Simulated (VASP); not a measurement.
# CdO (Fm-3m) in VASP: a series of runs

The runs below take CdO through relaxation of cell and atoms, with PBE.

Everything below comes from runs of VASP 6.6.1. Logs are shortened: lines on timing, memory, paths and dates and some standing lists are left out, and cuts for length are marked.

## Step 1: Starting point

Symmetry: Fm-3m, No. 225, cubic system. The conventional cell has a = 4.455 Å, b = 4.455 Å, c = 4.455 Å, α = 90.00°, β = 90.00°, γ = 90.00°. Cd (site symmetry m-3m) is surrounded by 6 O at 2.23 Å. O (site symmetry m-3m) has 6 Cd at 2.23 Å as nearest neighbours.

## Step 2: Relaxation of cell and atoms, PBE, target pressure 18 GPa, at which the enthalpy is minimised

Contents of INCAR:

```
SYSTEM = CdO
  PREC = Accurate
  ENCUT = 520
  EDIFF = 1E-7
  ISMEAR = 0
  SIGMA = 0.1
  LREAL = .FALSE.
  LASPH = .TRUE.
  NELM = 60
  ALGO = Fast
  ISIF = 3
  LWAVE = .FALSE.
  LCHARG = .FALSE.
  GGA = PE
  IBRION = 2
  NSW = 80
  EDIFFG = -0.002
  PSTRESS = 180.0
```

Contents of KPOINTS:

```
regular mesh
0
G
  16 16 16
  0 0 0
```

Contents of POSCAR:

```
CdO                                     
1.0
   -0.0000000000      2.2273557130      2.2273557130
    2.2273557130     -0.0000000000      2.2273557130
    2.2273557130      2.2273557130      0.0000000000
  Cd              O             
     1     1
Direct
     0.0000000000000000    0.0000000000000000    0.0000000000000000
     0.5000000000000000    0.5000000000000000    0.5000000000000000
```

Potentials or basis: VASP PAW PBE potentials, release 64 (Cd, O).

Command:

```console
> cat potpaw_PBE.64/Cd/POTCAR potpaw_PBE.64/O/POTCAR > POTCAR
> mpirun -np 1 vasp_std > vasp.out
```

OUTCAR:

```text
SYSTEM = CdO
   PREC = Accurate
   ENCUT = 520
   EDIFF = 1E-7
   ISMEAR = 0
   LREAL = .FALSE.
   LASPH = .TRUE.
   NELM = 60
   ISIF = 3
   GGA = PE
   IBRION = 2
   NSW = 80
   EDIFFG = -0.002
   PSTRESS = 180.0

 ion  position               nearest neighbor table
   1  0.000  0.000  0.000-   2 2.23   2 2.23   2 2.23   2 2.23   2 2.23   2 2.23
   2  0.500  0.500  0.500-   1 2.23   1 2.23   1 2.23   1 2.23   1 2.23   1 2.23

  LATTYP: Found a face centered cubic cell.
 ALAT       =     4.4547114260

  Lattice vectors:

 A1 = (   0.0000000000,   2.2273557130,   2.2273557130)
 A2 = (   2.2273557130,   0.0000000000,   2.2273557130)
 A3 = (   2.2273557130,   2.2273557130,   0.0000000000)

Analysis of symmetry for initial positions (statically):
=====================================================================
 Subroutine PRICEL returns:
 Original cell was already a primitive cell.

 Routine SETGRP: Setting up the symmetry group for a
 face centered cubic supercell.

 Subroutine GETGRP returns: Found 48 space group operations
 (whereof 48 operations were pure point group operations)
 out of a pool of 48 trial point group operations.

The static configuration has the point symmetry O_h .

Analysis of symmetry for dynamics (positions and initial velocities):
=====================================================================
 Subroutine PRICEL returns:
 Original cell was already a primitive cell.

 Routine SETGRP: Setting up the symmetry group for a
 face centered cubic supercell.

 Subroutine GETGRP returns: Found 48 space group operations
 (whereof 48 operations were pure point group operations)
 out of a pool of 48 trial point group operations.

The dynamic configuration has the point symmetry O_h .

 Subroutine INISYM returns: Found 48 space group operations
 (whereof 48 operations are pure point group operations),
 and found     1 'primitive' translations

----------------------------------------------------------------------------------------

                                     Primitive cell

  volume of cell :      22.1003

  direct lattice vectors                    reciprocal lattice vectors
     0.000000000  2.227355713  2.227355713    -0.224481432  0.224481432  0.224481432
     2.227355713  0.000000000  2.227355713     0.224481432 -0.224481432  0.224481432
     2.227355713  2.227355713  0.000000000     0.224481432  0.224481432 -0.224481432

  length of vectors
     3.149956658  3.149956658  3.149956658     0.388813246  0.388813246  0.388813246

  position of ions in fractional coordinates (direct lattice)
     0.000000000  0.000000000  0.000000000
     0.500000000  0.500000000  0.500000000

  ion indices of the primitive-cell ions
   primitive index   ion index
                 1           1
                 2           2

----------------------------------------------------------------------------------------

 KPOINTS: regular mesh

Automatic generation of k-mesh.
 Grid dimensions read from file:
 generate k-points for:   16   16   16

 Generating k-lattice:

  Cartesian coordinates                     Fractional coordinates (reciprocal lattice)
    -0.014030089  0.014030089  0.014030089     0.062500000  0.000000000  0.000000000
     0.014030089 -0.014030089  0.014030089     0.000000000  0.062500000  0.000000000
     0.014030089  0.014030089 -0.014030089     0.000000000  0.000000000  0.062500000

  Length of vectors
     0.024300828  0.024300828  0.024300828

  Shift w.r.t. Gamma in fractional coordinates (k-lattice)
     0.000000000  0.000000000  0.000000000

 Subroutine IBZKPT returns following result:
 ===========================================

 Found    145 irreducible k-points:

 Following reciprocal coordinates:
            Coordinates               Weight
  0.000000  0.000000  0.000000      1.000000
  0.062500  0.000000  0.000000      8.000000
  0.125000  0.000000  0.000000      8.000000
  0.187500  0.000000  0.000000      8.000000
  0.250000  0.000000  0.000000      8.000000
  0.312500  0.000000  0.000000      8.000000
[... 16 lines left out ...]
 -0.125000  0.062500  0.000000     24.000000
 -0.062500  0.062500  0.000000     12.000000
 [... further k-points ...]
   k-points           NKPTS =    145   k-points in BZ     NKDIM =    145   number of bands    NBANDS=     13
   number of dos      NEDOS =    301   number of ions     NIONS =      2
   total plane-waves  NPLWV =  13824
   dimension x,y,z NGX =    24 NGY =   24 NGZ =   24
   dimension x,y,z NGXF=    48 NGYF=   48 NGZF=   48
   ions per type =               1   1
   NGX,Y,Z   is equivalent  to a cutoff of  12.67, 12.67, 12.67 a.u.
   NGXF,Y,Z  is equivalent  to a cutoff of  25.33, 25.33, 25.33 a.u.
 SYSTEM =  CdO
   PREC   = accura    normal or accurate (medium, high low for compatibility)
   ISTART =      0    job   : 0-new  1-cont  2-samecut
   ICHARG =      2    charge: 1-file 2-atom 10-const
   ISPIN  =      1    spin polarized calculation?
   LNONCOLLINEAR =      F non collinear calculations
   LSORBIT =      F    spin-orbit coupling
   LASPH  =      T    aspherical Exc in radial PAW
   ENCUT  =  520.0 eV  38.22 Ry    6.18 a.u.   5.86  5.86  5.86*2*pi/ulx,y,z
   NELM   =     60;   NELMIN=  2; NELMDL= -5     # of ELM steps
   EDIFF  = 0.1E-06   stopping-criterion for ELM
   LREAL  =      F    real-space projection
   EDIFFG = -.2E-02   stopping-criterion for IOM
   NSW    =     80    number of steps for IOM
   IBRION =      2    ionic relax: 0-MD 1-quasi-New 2-CG
   NFREE  =      1    steps in history (QN), initial steepest desc. (CG)
   ISIF   =      3    stress and relaxation
   ISYM   =      2    0-nonsym 1-usesym 2-fastsym
   POTIM  = 0.5000    time-step for ionic-motion
   TEBEG  =    0.0;   TEEND  =   0.0 temperature during run
   PSTRESS=  180.0 pullay stress
   NELECT =      18.0000    total number of electrons
   NUPDOWN=      -1.0000    fix difference up-down
   EMIN   =  10.00;   EMAX   =-10.00  energy-range for DOS
   EFERMI =   0.00;   METHOD = LEGACY
   ISMEAR =     0;   SIGMA  =   0.10  broadening in eV -4-tet -1-fermi 0-gaus
   EFERMI_NEDOS =   21; number of points for ismear=-14 and -15
   IALGO  =     68    algorithm
   IMIX   =      4    mixing-type and parameters
     AMIX     =   0.40;   BMIX     =  1.00
     AMIX_MAG =   1.60;   BMIX_MAG =  1.00
  volume/ion in A,a.u.               =      11.05        74.57
  Fermi-wavevector in a.u.,A,eV,Ry     =   1.528854  2.889116 31.802194  2.337395
  Thomas-Fermi vector in A             =   2.636556
   LORBIT       =      0    0 simple, 1 ext, 2 COOP (PROOUT), +10 PAW based schemes
   GGA     = PE    functional components
   LHFCALC =     F    Hartree Fock is set to
   AEXX    =    0.0000 exact exchange contribution
   IVDW    =     0    specifies the selected vdW correction
   LEPSILON=     F    determine dielectric tensor
   LRPA    =     F    only Hartree local field effects (RPA)
 conjugate gradient relaxation of ions
 non-spin polarized calculation
 RMM-DIIS sequential band-by-band and
 Gauss-broadening in eV      SIGMA  =   0.10
  energy-cutoff  :      520.00
  volume of cell :       22.10
 maximum number of plane-waves:       609
   NGX = 11   NGY = 11   NGZ = 11

--------------------------------------- Ionic step        1  -------------------------------------------

 number of electron      18.0000000 magnetization

 Free energy of the ion-electron system (eV)
  ---------------------------------------------------
  ext. energy  EPLUGINS =         0.00000000
  ---------------------------------------------------
  free energy    TOTEN  =        -7.12458846 eV

  energy without entropy =       -7.12450055  energy(sigma->0) =       -7.12454450

 E-fermi :   3.8964     XC(G=0): -12.6306

 val. band max:        3.7726088857   @ k =   0.5000   0.0000   0.0000
 cond. band min:       4.1127726050   @ k =   0.0625   0.0000   0.0000
 fundamental gap:      0.3401637193
 Fermi energy:         3.8964392741

 k-point     1 :       0.0000    0.0000    0.0000
  band No.  band energies     occupation
      1     -15.0046      2.00000
      2      -3.4021      2.00000
      3      -3.4021      2.00000
      4      -3.4021      2.00000
      5      -2.9698      2.00000
      6      -2.9698      2.00000
      7       1.7082      2.00000
      8       1.7082      2.00000
      9       1.7082      2.00000
     10       3.6662      1.99887
     11      18.8618      0.00000
     12      21.9170      0.00000
     13      21.9170      0.00000
[... 473 lines left out ...]
  FREE ENERGIE OF THE ION-ELECTRON SYSTEM (eV)
  ---------------------------------------------------
  free  energy   TOTEN  =        -7.5877996306 eV

  energy  without entropy=       -7.5875380208  energy(sigma->0) =       -7.58766883

  enthalpy is  TOTEN    =        -4.8254277932 eV   P V=        2.7623718374

[... ionic steps 4 to 14 ...]

--------------------------------------- Ionic step       15  -------------------------------------------

 number of electron      18.0000010 magnetization

------------------------ aborting loop because EDIFF is reached ----------------------------------------

  FORCE on cell =-STRESS in cart. coord.  units (eV):
  Direction    XX          YY          ZZ          XY          YZ          ZX
  --------------------------------------------------------------------------------------
  -------------------------------------------------------------------------------------
  Total        2.7810288      2.7810288      2.7810288      0.0000000      0.0000000      0.0000000
  in kB      182.1560427    182.1560427    182.1560427      0.0000000      0.0000000      0.0000000
  external PRESSURE =       2.1560427 kB  Pullay stress =     180.0000000 kB
[... 61 lines left out ...]
  enthalpy is  TOTEN    =        -4.8257085435 eV   P V=        2.7490644788

--------------------------------------- Ionic step       17  -------------------------------------------

 number of electron      18.0000009 magnetization

 Free energy of the ion-electron system (eV)
  ---------------------------------------------------
  ext. energy  EPLUGINS =         0.00000000
  ---------------------------------------------------
  free energy    TOTEN  =        -7.57668531 eV

  energy without entropy =       -7.57643692  energy(sigma->0) =       -7.57656112

 E-fermi :   2.7250     XC(G=0): -12.0274

 val. band max:        2.6166849600   @ k =   0.5000   0.0000   0.0000
 cond. band min:       2.7973617457   @ k =   0.0625   0.0000   0.0000
 fundamental gap:      0.1806767857
 Fermi energy:         2.7250467244

 k-point     1 :       0.0000    0.0000    0.0000
  band No.  band energies     occupation
      1     -15.2089      2.00000
      2      -4.2199      2.00000
      3      -4.2199      2.00000
      4      -4.2199      2.00000
      5      -3.8728      2.00000
      6      -3.8728      2.00000
      7       1.0503      2.00000
      8       1.0503      2.00000
      9       1.0503      2.00000
     10       2.2998      2.00000
     11      17.6725      0.00000
     12      20.0506      0.00000
     13      20.0506      0.00000
[... 397 lines left out ...]
  FREE ENERGIE OF THE ION-ELECTRON SYSTEM (eV)
  ---------------------------------------------------
  free  energy   TOTEN  =        -7.5766853124 eV

  energy  without entropy=       -7.5764369236  energy(sigma->0) =       -7.57656112

  enthalpy is  TOTEN    =        -4.8257149741 eV   P V=        2.7509703384

 reached required accuracy - stopping structural energy minimisation
```

It took 82 s on 1 thread of Intel Xeon 6975P-C (Granite Rapids), shared host; peak memory 0.18 GiB.

Results:

| Property | Result |
| --- | --- |
| Free energy | -7.5767 eV |
| Relaxed volume | 12.24 Å³/atom |
| Relaxed cell | a = 3.259 Å, b = 3.259 Å, c = 3.259 Å, α = 60.00°, β = 60.00°, γ = 60.00° |
| Space group after relaxing (to 0.05 Å) | Fm-3m (No. 225) |
| Energy change on relaxing (the enthalpy is what falls) | -226.0 meV/atom |
| Ionic steps | 17 |
| Pressure after relaxing | 18.0 GPa |
| Band gap on the k mesh | none (metal or under the smearing width) |

Step by step:
```tsv
step	energy change (eV)	largest force (eV/Å)	pressure (GPa)	volume (Å³)
1	0.0000	0.0000	45.01	22.10
2	-0.5560	0.0000	-6.62	28.61
3	-0.4632	0.0000	17.12	24.59
4	-0.4534	0.0000	17.89	24.50
5	-0.4478	0.0000	18.32	24.45
6	-0.4479	0.0000	18.31	24.45
7	-0.4483	0.0000	18.29	24.45
8	-0.4483	0.0000	18.29	24.45
9	-0.4483	0.0000	18.29	24.45
10	-0.4483	0.0000	18.29	24.45
11	-0.4483	0.0000	18.29	24.45
12	-0.4484	0.0000	18.29	24.45
13	-0.4485	0.0000	18.27	24.45
14	-0.4487	0.0000	18.25	24.46
15	-0.4492	0.0000	18.22	24.46
16	-0.4502	0.0000	18.14	24.47
17	-0.4521	0.0000	17.99	24.49
```

Final structure:
```yaml
crystal:
  lattice:
    - [0.00000, 2.30479, 2.30479]
    - [2.30479, 0.00000, 2.30479]
    - [2.30479, 2.30479, 0.00000]
  atoms:
    - { symbol: Cd, position: [0.00000, 0.00000, 0.00000] }
    - { symbol: O, position: [0.50000, 0.50000, 0.50000] }
```

Caveat: the cell is relaxed towards a set pressure, so the enthalpy falls and the energy may rise; this crystal is a semiconductor, whose small gap the functional closes, so the metal is an error of the method. Zero-point motion and thermal expansion aren't in these numbers.

(Continued in part 2 of 2.)
